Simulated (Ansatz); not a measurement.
# How far is this HfO2 from the hull?

The calculation used DFT PBE, scalar-relativistic, plane waves, PAW (Ansatz). All cells share a 420 eV cutoff and Γ-centred k meshes spaced at most about 0.3 Å⁻¹ (about 0.25 or finer for metals, 2π included). No spin polarisation.

Energies over the elements count from the elements' standard structures at the same level (O₂ as a molecule), with no fitted energy shifts.

Temperature and zero-point effects are left out. These runs have no spin–orbit coupling, which can matter for Hf.

The competitors are the elements and 1 reference phase of this chemical system (from databases or known types: HfO2), relaxed at the same level; other known phases may be missing.

The candidate was reached from: random sheet. Only a and b repeat, and vacuum parts the sheet from its images along c.

```
Hf O
1.0
     3.17387    0.00000    0.00000
    -1.58693    2.74865    0.00000
     0.00000    0.00000   30.11941
Hf O
1 2
Direct
  0.00000 0.00000 0.22726
  0.00000 0.00000 0.28978
  0.00000 0.00000 0.33214
```

Question: Where does it stand against these competitors?

Answer: Not the lowest form: another structure of the same formula lies lower. Its formation energy is 0.129 eV/atom. The lowest competing phase at this composition is this:

```json
{"phase": "HfO2", "space group": "P2_1/c (No. 14)", "source": "Materials Project", "share of atoms": "1.0000", "ΔE_f (eV/atom)": "-3.461"}
```

The candidate lies 3.59 eV/atom above this phase. The rivals are bulk phases, so the margin includes the cost of making a free sheet. It holds O–O pairs (shortest 1.28 Å, as in superoxide).
